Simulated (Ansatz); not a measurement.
# Cr (Im-3m) in Ansatz: a series of runs

The runs below take Cr through relaxation of cell and atoms, with PBE+D3(BJ), BLYP+D4.

All numbers are computed with Ansatz 0.2.0; they aren't measurements. Logs are shortened: lines on timing, memory, paths and dates and some standing lists are left out, and cuts for length are marked.

## Step 1: The structure

The structure is cubic, space group Im-3m (No. 229). Conventional cell: a = 2.969 Å, b = 2.969 Å, c = 2.969 Å, α = 90.00°, β = 90.00°, γ = 90.00°. Around Cr (site symmetry m-3m) lie 8 Cr at 2.57 Å.

## Step 2: Relaxation of cell and atoms, PBE+D3(BJ), collinear spin, ferromagnetic start

Input file input.yaml:

```yaml
crystal:
  lattice:
    - [-1.4844496776, 1.4844496776, 1.4844496776]
    - [1.4844496776, -1.4844496776, 1.4844496776]
    - [1.4844496776, 1.4844496776, -1.4844496776]
  atoms:
    - { symbol: Cr, position: [0.0, 0.0, 0.0], spin: 3.0 }
kpoints:
  mp_grid: { grid: [12, 12, 12] }
scf:
  occupations: { method: fermi_dirac, width: 0.05 }
hamiltonian:
  xc: pbe
  dispersion: d3bj
  pseudopotentials: { kind: all_electron, lapw: { basis_error: 0.001 } }
magnetization:
  spin_polarized: true
output:
  forces: true
  stress: true
relax:
  f_tol: 0.005
  max_steps: 60
  cell: {}
```

Potentials or basis: all-electron LAPW, scalar-relativistic.

The run is started by

```console
ansatz run input.yaml --threads 2 --pin off --max-ram 6144MiB --backend cpu --events-out ev --progress --plain --runs-dir out
```

What it wrote:

```text
Warning: RAYON_NUM_THREADS=2 ignored (pool sized by the plan → 2); use --threads N
The last accepted step is kept in <dir> (removed where the run ends without a failure and the disk answers)
LAPW: plane waves up to 8.841 Å⁻¹, error target 1.0e-3 eV per atom; small_component_spin mean_spin; Cr in spheres of 1.247 Å, 14 of its electrons in bands, Dirac shells [] (how accurate: hamiltonian.pseudopotentials.lapw.basis_error, Limitations)
Engine: ansatz 0.2.0, x86_64-unknown-linux-gnu
Pseudopotentials: kind: all_electron
Pseudopotential: Cr, LAPW, valence charge 14, lapw/all_electron/scalar/gaussian/Cr, Koelling and Harmon's equation, gaussian nucleus
Functional definition: PBE
  parameter kappa = 0.804
  parameter beta = 0.06672455060314922
  exchange = pbe_x(kappa = kappa, mu = beta*pi^2/3)
  correlation = pbe_c(beta = beta)
Crystal: 1 atoms, lattice volume = 13.084 Å³
Basis set: ecut = 297.82094937098077 eV, 141 PW (Γ), exchange–correlation at level 2
Bands: 13, of which v1, the nominal top of the filled ones, is band 7 counted from 1 (6 counted from 0)
Symmetry: 48 space group operations
Space group: Im-3m (ITA 229), of the structure as read, at distance tolerance 2.4e-5 Å
Magnetic group: BNS 229.140 (UNI 1642), of the structure as read, at distance tolerance 2.4e-5 Å
k-points: 72 of 1728
Non-local potential: Cr, projectors of the file, none
Initial density: superposition of atomic densities (chi_scale 0.1, normalization cell)
Starting moments: Σ|m| = 3 μB on 1 of 1 site
Initial wavefunctions: plane waves of lowest kinetic energy (no species holds an atomic orbital)
Functional: x = pbe(κ = 0.804, μ = 0.2195149727645171), c = pbe(β = 0.06672455060314922)
iter 1 solved again at ethr=1.52e-3 eV; its pass at ethr=1.00e-1 eV (dr2=2.12e-1 eV) is discarded
SCF iter   1: F=—  HF=-28594.199691 eV  |F-HF|=—  |Δ(HF+E_count)|=         —  Δρ=5.41e-2 (↑5.41e-2 ↓3.77e-2)  dr2=2.13e-1  dr2_m=1.81e-1  M=2.061 μB ∫|m|=2.062 μB  β_m=0.30  ethr=1.52e-3  ⟨swp⟩=2.1  Hψ=12276  notcnv=0
Mixer restart at iter 1: flushing history
preconditioner: auto → none  [metal: Δε(μ)=0.006 eV  Ē_g=11.307 eV  σ=0.050 eV  W_gap=0.03  n_scr=0 (ndim 8)  ℏωp=25.1 eV  f_vac=0.000  D(μ)=2.17/eV (n_scr^D=42)]
SCF iter   2: F=—  HF=-28596.380003 eV  |F-HF|=—  |Δ(HF+E_count)|=         —  Δρ=1.19e-1 (↑1.19e-1 ↓1.10e-1)  dr2=2.91e-2  dr2_m=1.56e0  M=0.132 μB ∫|m|=0.136 μB  β_m=1.00  ethr=1.52e-3  ⟨swp⟩=2.1  Hψ=5633  notcnv=0
Mixer restart at iter 2: flushing history
SCF iter   3: F=—  HF=-28596.028672 eV  |F-HF|=—  |Δ(HF+E_count)|=   3.51e-1  Δρ=6.72e-3 (↑6.72e-3 ↓6.24e-3)  dr2=8.02e-3  dr2_m=2.04e-3  M=0.025 μB ∫|m|=0.030 μB  β_m=0.30  ethr=3.57e-4  ⟨swp⟩=3.0  Hψ=6380  notcnv=0
SCF iter   4: F=—  HF=-28596.062149 eV  |F-HF|=—  |Δ(HF+E_count)|=         —  Δρ=4.66e-3 (↑4.66e-3 ↓4.43e-3)  dr2=3.57e-3  dr2_m=1.14e-3  M=0.020 μB ∫|m|=0.024 μB  β_m=0.59  ethr=5.73e-5  ⟨swp⟩=2.1  Hψ=5039  notcnv=0
the basis was enlarged: its passes take 497.1 KiB over the memory plan, 2 of 2 planned eigensolver slots
iter 5 solved again at ethr=2.04e-6 eV; its pass at ethr=2.55e-5 eV (dr2=2.86e-4 eV) is discarded
SCF iter   5: F=—  HF=-28596.096322 eV  |F-HF|=—  |Δ(HF+E_count)|=   3.42e-2  Δρ=1.24e-3 (↑1.10e-3 ↓1.24e-3)  dr2=2.86e-4  dr2_m=5.55e-5  M=0.006 μB ∫|m|=0.008 μB  β_m=0.51  ethr=2.04e-6  ⟨swp⟩=2.0  Hψ=8516  notcnv=0
SCF iter   6: F=—  HF=-28596.097638 eV  |F-HF|=—  |Δ(HF+E_count)|=   1.32e-3  Δρ=2.50e-4 (↑2.40e-4 ↓2.50e-4)  dr2=3.34e-7  dr2_m=7.05e-6  M=0.002 μB ∫|m|=0.004 μB  β_m=0.76  ethr=2.04e-6  ⟨swp⟩=2.2  Hψ=4823  notcnv=0
SCF iter   7: F=—  HF=-28596.097679 eV  |F-HF|=—  |Δ(HF+E_count)|=   4.14e-5  Δρ=1.19e-4 (↑8.11e-5 ↓1.19e-4)  dr2=2.94e-7  dr2_m=1.12e-6  M=0.001 μB ∫|m|=0.002 μB  β_m=0.88  ethr=2.39e-9  ⟨swp⟩=3.1  Hψ=5272  notcnv=0
SCF iter   8: F=—  HF=-28596.097687 eV  |F-HF|=—  |Δ(HF+E_count)|=   8.05e-6  Δρ=4.33e-5 (↑2.94e-5 ↓4.33e-5)  dr2=3.49e-8  dr2_m=1.49e-7  M=0.000 μB ∫|m|=0.001 μB  β_m=0.94  ethr=2.10e-9  ⟨swp⟩=3.0  Hψ=5199  notcnv=0
SCF iter   9: F=—  HF=-28596.097688 eV  |F-HF|=—  |Δ(HF+E_count)|=   8.42e-7  Δρ=6.47e-6 (↑4.07e-6 ↓6.47e-6)  dr2=1.17e-9  dr2_m=2.97e-9  M=0.000 μB ∫|m|=0.000 μB  β_m=0.90  ethr=2.49e-10  ⟨swp⟩=3.0  Hψ=5229  notcnv=0
SCF iter  10: F=—  HF=-28596.097688 eV  |F-HF|=—  |Δ(HF+E_count)|=   1.61e-8  Δρ=4.87e-7 (↑1.67e-7 ↓4.87e-7)  dr2=9.88e-12  dr2_m=1.12e-11  M=0.000 μB ∫|m|=0.000 μB  β_m=0.95  ethr=8.36e-12  ⟨swp⟩=3.0  Hψ=5216  notcnv=0
SCF iter  11: F=—  HF=-28596.097688 eV  |F-HF|=—  |Δ(HF+E_count)|=  7.64e-11  Δρ=8.57e-8 (↑8.35e-8 ↓8.57e-8)  dr2=1.92e-12  dr2_m=1.32e-13  M=-0.000 μB ∫|m|=0.000 μB  β_m=0.98  ethr=1.00e-12  ⟨swp⟩=2.2  Hψ=4808  notcnv=0
SCF iter  12: F=-28596.097688 eV  HF=-28596.097688 eV  |F-HF|=0.00e0  |Δ(HF+E_count)|=    0.00e0  Δρ=2.31e-8 (↑1.55e-8 ↓2.31e-8)  dr2=1.23e-13  dr2_m=2.25e-15  M=-0.000 μB ∫|m|=0.000 μB  ethr=1.00e-12  ⟨swp⟩=2.0  Hψ=4784  notcnv=0
[... 22 lines left out ...]
SCF iter   1: F=—  HF=-28596.301193 eV  |F-HF|=—  |Δ(HF+E_count)|=         —  Δρ=2.59e-5 (↑2.59e-5 ↓2.59e-5)  dr2=8.20e-8  dr2_m=5.56e-15  M=-0.000 μB ∫|m|=0.000 μB  β_m=0.65  ethr=6.46e-9  ⟨swp⟩=5.0  Hψ=11824  notcnv=0
preconditioner: auto → none  [insulator: Δε(μ)=0.174 eV  Ē_g=12.057 eV  σ=0.050 eV  W_gap=0.70  n_scr=0 (ndim 8)  ℏωp=27.2 eV  f_vac=0.000  D(μ)=0.39/eV (n_scr^D=0)  ε∞_Penn≈6.1]
SCF iter   2: F=—  HF=-28596.301193 eV  |F-HF|=—  |Δ(HF+E_count)|=   3.68e-7  Δρ=2.63e-5 (↑2.63e-5 ↓2.63e-5)  dr2=1.80e-7  dr2_m=1.16e-15  M=-0.000 μB ∫|m|=0.000 μB  β_m=0.40  ethr=5.86e-10  ⟨swp⟩=3.0  Hψ=5680  notcnv=0
[... 9 lines left out ...]
iter 1 solved again at ethr=4.04e-10 eV; its pass at ethr=1.00e-1 eV (dr2=5.65e-8 eV) is discarded
SCF iter   1: F=—  HF=-28596.301209 eV  |F-HF|=—  |Δ(HF+E_count)|=         —  Δρ=5.36e-6 (↑5.36e-6 ↓5.36e-6)  dr2=3.20e-9  dr2_m=1.10e-18  M=0.000 μB ∫|m|=0.000 μB  β_m=0.65  ethr=4.04e-10  ⟨swp⟩=5.0  Hψ=11661  notcnv=0
preconditioner: auto → none  [insulator: Δε(μ)=0.174 eV  Ē_g=12.046 eV  σ=0.050 eV  W_gap=0.70  n_scr=0 (ndim 8)  ℏωp=27.2 eV  f_vac=0.000  D(μ)=0.39/eV (n_scr^D=0)  ε∞_Penn≈6.1]
SCF iter   2: F=—  HF=-28596.301209 eV  |F-HF|=—  |Δ(HF+E_count)|=   8.56e-8  Δρ=6.61e-6 (↑6.61e-6 ↓6.61e-6)  dr2=1.14e-8  dr2_m=3.84e-19  M=0.000 μB ∫|m|=0.000 μB  β_m=0.39  ethr=2.28e-11  ⟨swp⟩=3.0  Hψ=5680  notcnv=0
SCF iter   3: F=-28596.301209 eV  HF=-28596.301209 eV  |F-HF|=2.57e-9  |Δ(HF+E_count)|=   3.98e-8  Δρ=1.67e-6 (↑1.67e-6 ↓1.67e-6)  dr2=5.53e-10  dr2_m=4.74e-19  M=0.000 μB ∫|m|=0.000 μB  ethr=2.28e-11  ⟨swp⟩=3.0  Hψ=5145  notcnv=0
the starting moments were not kept: the SCF closed with an absolute magnetisation of 1.3e-9 μB, where they sum to 3 μB in size (1 site). That is at most 0.1 of that sum. Measured as dr2_m measures the in/out step, that magnetisation stands 4.1e-19 eV from none, at or under the dr2_threshold of 1.0e-7 eV: it is no larger than a step whose dr2_m would equal this threshold.
SCF 4 converged in 3 iterations: F = -28596.301209 eV  dr2 = 5.53e-10
relax step   4: F+E_penalty+E_count = -28596.30120937 eV  Δ(F+E_penalty+E_count) = -1.684e-5 eV  max|allowed force component| = 0.000e0 eV/Å  Δτ_max = 0.0000 Å  P = -0.001 GPa  Ω = 11.214 Å³  (3 SCF iters, accepted)
iter 1 solved again at ethr=1.33e-11 eV; its pass at ethr=1.00e-1 eV (dr2=1.86e-9 eV) is discarded
SCF iter   1: F=—  HF=-28596.301210 eV  |F-HF|=—  |Δ(HF+E_count)|=         —  Δρ=2.70e-6 (↑2.70e-6 ↓2.70e-6)  dr2=1.86e-9  dr2_m=2.14e-19  M=0.000 μB ∫|m|=0.000 μB  β_m=0.65  ethr=1.33e-11  ⟨swp⟩=3.0  Hψ=9503  notcnv=0
iter 2 solved again at ethr=1.32e-12 eV; its pass at ethr=1.33e-11 eV (dr2=1.84e-10 eV) is discarded
SCF iter   2: F=—  HF=-28596.301210 eV  |F-HF|=—  |Δ(HF+E_count)|=   1.62e-8  Δρ=8.63e-7 (↑8.63e-7 ↓8.63e-7)  dr2=1.84e-10  dr2_m=4.04e-20  M=0.000 μB ∫|m|=0.000 μB  β_m=0.65  ethr=1.32e-12  ⟨swp⟩=2.0  Hψ=8268  notcnv=0
SCF iter   3: F=-28596.301210 eV  HF=-28596.301210 eV  |F-HF|=1.16e-10  |Δ(HF+E_count)|=   3.62e-9  Δρ=3.85e-7 (↑3.85e-7 ↓3.85e-7)  dr2=3.69e-11  dr2_m=2.60e-21  M=-0.000 μB ∫|m|=0.000 μB  ethr=1.31e-12  ⟨swp⟩=3.0  Hψ=5232  notcnv=0
the starting moments were not kept: the SCF closed with an absolute magnetisation of 6.1e-11 μB, where they sum to 3 μB in size (1 site). That is at most 0.1 of that sum. Measured as dr2_m measures the in/out step, that magnetisation stands 3.7e-22 eV from none, at or under the dr2_threshold of 1.0e-7 eV: it is no larger than a step whose dr2_m would equal this threshold.
SCF 5 converged in 3 iterations: F = -28596.301210 eV  dr2 = 3.69e-11
relax step   5: F+E_penalty+E_count = -28596.30121011 eV  Δ(F+E_penalty+E_count) = -7.424e-7 eV  max|allowed force component| = 0.000e0 eV/Å  Δτ_max = 0.0000 Å  P = -0.002 GPa  Ω = 11.214 Å³  stress off target by 1.62e-3 GPa  SCF on the basis re-selected at this cell (its energy is not comparable with the rows above)  (3 SCF iters)
basis re-selected at this cell: Δ(F+E_penalty+E_count) = -7.424e-7 eV, ΔP = -0.000 GPa vs the last step (what re-selecting the basis moved, after the strain that the cell walked since its last selection, with what the two solves' SCF thresholds leave and, on support functions, any second-order correction that the steps lacked; it is no measure of the basis error at this ecutwfc). This SCF's stress stands 1.62e-3 GPa from its target on what of the cell is left free (relax.cell.stress_tol is 5.00e-2 GPa) and its largest allowed force component is 0.00e0 eV/Å (relax.f_tol is 5.00e-3 eV/Å): within both
SCF converged after 3 iterations
Magnetization: -0.0000 μB (7.0000 up, 7.0000 down)
Absolute magnetization: 0.0000 μB (∫|ρ↑−ρ↓|)
Spin contamination: 0.0000 ħ² per cell (⟨S²⟩ above its minimum at these occupations)
Per-site moments (μB) at R_I (Å): [(1.0864198429771932e-11, 1.1844951851949668)]
Free energy (F): -28596.301210 eV
Harris-Foulkes:  -28596.301210 eV  (|F-HF|=1.16e-10)
Internal energy: -28596.297543 eV  (E = F + TS)
E sigma→0 (E₀):  -28596.299377 eV
Entropy (-TS):   -0.003667 eV (-3.667 meV/atom)
Fermi energy:    20.669458 eV
--- Per-component energies (eV) ---
  E_band       = -127.461527
  E_kinetic    = 28930.366042
  E_xc         = -1328.445678
  E_electrostatic = -56197.707172  (all electrons and nuclei)
  E_disp       = -0.510736  (pairwise vdW)
  E_smearing   = -0.003667  (= −TS)
  E_closure    = 0.000000  (closes the sum)
  E_atoms      = -28586.243230  (free atoms, spherical and without spin; not in F)
  Σ components = -28596.301210   (vs F -28596.301210, Δ=0.00e0)
  Basis errors (estimates in eV, not in F): energy 2.8e-4 per atom: plane waves 2.3e-4 (1.3e-4 summed), levels above the bands 5.1e-115, relativity 1.1e-8, radial functions 4.2e-5, core shells 3.4e-7; eigenvalues (radial functions only) 1.4e-6; not estimated: angular momenta, meshes, grids; target (lapw.basis_error) 1.0e-3; muffin-tin radii Cr 1.184 Å
--- Forces (eV/Å), atoms counted from 1 ---
  atom   1  Cr    -0.00000000    -0.00000000     0.00000000
  max |Σ_I F_I| component: 2.79e-31 eV/Å
--- Stress (GPa, compression-positive) ---
       -0.001618       0.000000       0.000000
        0.000000      -0.001618      -0.000000
        0.000000      -0.000000      -0.001618
  P = ⅓ Tr σ = -0.0016 GPa (-0.016 kbar)
--- Relaxed structure (4 steps of the walk, 4 accepted, 1 SCFs on fresh bases) ---
  F+E_penalty+E_count = -28596.30121011 eV   max|allowed force component| = 0.000e0 eV/Å   (the final SCF, on the basis selected at the relaxed cell)
  cell:  # Å, volume = 11.2138 Å³
    - [-1.4100384004465374, 1.4100384004465374, 1.4100384004465374]
    - [1.4100384004465374, -1.4100384004465374, 1.4100384004465374]
    - [1.4100384004465374, 1.4100384004465374, -1.4100384004465374]
  atoms:
    - { symbol: Cr, position: [0.0, 0.0, 0.0] }
```

Run time: 6.8 s. Hardware: 2 threads of AMD EPYC 9R45 (Zen 5), shared host; peak memory 0.41 GiB.

What came out:

```
Free energy                            : -28596.3012 eV
Relaxed volume                         : 11.21 Å³/atom
Relaxed cell                           : a = 2.442 Å, b = 2.442 Å, c = 2.442 Å, α = 109.47°, β = 109.47°, γ = 109.47°
Space group after relaxing (to 0.05 Å) : Im-3m (No. 229)
Energy gained by relaxing              : 203.5 meV/atom
Ionic steps                            : 5
Pressure after relaxing                : 0.0 GPa
Net moment                             : 0.00 μB per cell
Absolute moment                        : 0.00 μB per cell
```

Step by step:
```
step  energy change (eV)  largest force (eV/Å)  volume (Å³)
   1              0.0000                0.0000        13.08
   2             -0.2033                0.0000        11.26
   3             -0.2035                0.0000        11.20
   4             -0.2035                0.0000        11.21
   5             -0.2035                0.0000        11.21
```

Final structure:
```
CELL_PARAMETERS angstrom
-1.41004 1.41004 1.41004
1.41004 -1.41004 1.41004
1.41004 1.41004 -1.41004
ATOMIC_POSITIONS crystal
Cr 0.00000 0.00000 0.00000
```

Caveat: the starting moments collapsed, and a magnetic state may lie lower; the starting moments weren't kept.

## Step 3: Relaxation of cell and atoms, BLYP+D4, collinear spin, ferromagnetic start

Changes to input.yaml since step 2:

```diff
@@ -12,4 +12,4 @@
 hamiltonian:
-  xc: pbe
-  dispersion: d3bj
+  xc: blyp
+  dispersion: d4
   pseudopotentials: { kind: all_electron, lapw: { basis_error: 0.001 } }
@@ -21,3 +21,3 @@
 relax:
-  f_tol: 0.005
+  f_tol: 0.01
   max_steps: 60
```

Potentials or basis: all-electron LAPW, scalar-relativistic.

The run is started by

```console
ansatz run input.yaml --threads 2 --pin off --max-ram 6144MiB --backend cpu --events-out ev --progress --plain --runs-dir out
```

Run time: 7 s. Hardware: 2 threads of AMD EPYC 9R45 (Zen 5), shared host; peak memory 0.4 GiB.

The run converged. Its results:

- Free energy: -28603.5060 eV
- Relaxed volume: 11.37 Å³/atom
- Relaxed cell: a = 2.453 Å, b = 2.453 Å, c = 2.453 Å, α = 109.47°, β = 109.47°, γ = 109.47°
- Space group after relaxing (to 0.05 Å): Im-3m (No. 229)
- Energy gained by relaxing: 166.3 meV/atom
- Ionic steps: 5
- Pressure after relaxing: 0.0 GPa
- Net moment: 0.00 μB per cell
- Absolute moment: 0.00 μB per cell

Step by step:
```tsv
step	energy change (eV)	largest force (eV/Å)	volume (Å³)
1	0.0000	0.0000	13.08
2	-0.1660	0.0000	11.30
3	-0.1663	0.0000	11.38
4	-0.1663	0.0000	11.37
5	-0.1663	0.0000	11.37
```

Final structure:
```
Cr
1.0
    -1.41645    1.41645    1.41645
     1.41645   -1.41645    1.41645
     1.41645    1.41645   -1.41645
Cr
1
Direct
  0.00000 0.00000 0.00000
```

Caveat: the starting moments collapsed, and a magnetic state may lie lower; the starting moments weren't kept.
